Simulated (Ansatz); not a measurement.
Write a Python script for Ansatz 0.2.0, Python API that makes a comparison of enthalpies under pressure of two structures of Mo. Settings (first run): PBE, PAW, cutoff 460 eV, 14×14×14 k-points, Fermi-Dirac smearing of 0.1 eV.

`transition.py`:
```python
"""Pressure at which two phases of Mo cross."""

import warnings

import ansatz
import numpy as np

XC = "PBE"
CUTOFF_EV = 460
K_SPACING = 0.15
OCCUPATIONS = "fermi_dirac"
WIDTH_EV = 0.1


def diamond(first, a):
    return ansatz.Crystal.diamond(first, a=a)


def sc(first, a):
    return (
        ansatz.Lattice.cubic(a)
        .space_group(221)
        .atom(first, (0, 0, 0))
    )


def ground_state(name, crystal, pressure=0.0):
    calc = crystal.calculation()
    calc = calc.functional(XC).basis(CUTOFF_EV)
    calc = calc.kpoints(spacing=K_SPACING)
    calc = calc.occupations(OCCUPATIONS, width=WIDTH_EV)
    calc = calc.relax(force_tolerance=0.01, cell=True, pressure=pressure)
    return calc.run(threads=1, backend="cpu")


def volume_per_atom(outcome):
    return abs(np.linalg.det(outcome.lattice.cell_ang)) / len(outcome.lattice.sites)

warnings.simplefilter("ignore", ansatz.DeckWarning)

phases = {}
phases["diamond"] = diamond("Mo", 5.45)
phases["sc"] = sc("Mo", 2.58)

# enthalpy per atom at each pressure
pressures = [0, 5, 10, 20]
enthalpy, volume = {name: [] for name in phases}, {name: [] for name in phases}
for p in pressures:
    for name, crystal in phases.items():
        o = ground_state(name, crystal, pressure=p)
        volume[name].append(volume_per_atom(o))
        enthalpy[name].append(o.report["energy_sigma0_ev"] / len(o.lattice.sites) + p * volume[name][-1] / 160.21766)
gap = np.array(enthalpy["sc"]) - np.array(enthalpy["diamond"])
rows = [(p, va, vb, 1000 * d) for p, va, vb, d in zip(pressures, volume["diamond"], volume["sc"], gap)]
print("   P (GPa)  V diamond (A^3/atom)  V sc (A^3/atom)  H(sc) - H(diamond) (meV/atom)")
for row in rows:
    print(f"{row[0]:10d}  {row[1]:20.3f}  {row[2]:15.3f}  {row[3]:+29.1f}")
crossings = [p0 - g0 * (p1 - p0) / (g1 - g0) for p0, p1, g0, g1 in zip(pressures, pressures[1:], gap, gap[1:]) if g0 * g1 < 0]
print("crossing near", [round(float(p), 1) for p in crossings], "GPa") if crossings else print("no crossing in this range")
```

```console
$ python transition.py
   P (GPa)  V diamond (A^3/atom)  V sc (A^3/atom)  H(sc) - H(diamond) (meV/atom)
         0                23.032           17.592                        -1089.6
         5                22.058           17.163                        -1249.6
        10                21.256           16.782                        -1394.8
        20                19.991           16.132                        -1652.7
no crossing in this range
```

What to keep in mind:
- No spin polarisation was allowed.
- At a fixed pressure a relaxation lowers the enthalpy F + PV, while F alone can rise.
- Only these two structures are compared, at zero temperature and with their symmetry kept; either may be hypothetical, and another phase may be lower than both. Differences under 10 to 15 meV an atom lie within the error of mesh and functional.
- The cells are prototypes set up for this calculation and needn't exist.
- Wall time of the script: 110 s on 1 thread of Arm Neoverse V2, with other jobs on the host, peak memory 0.49 GiB.
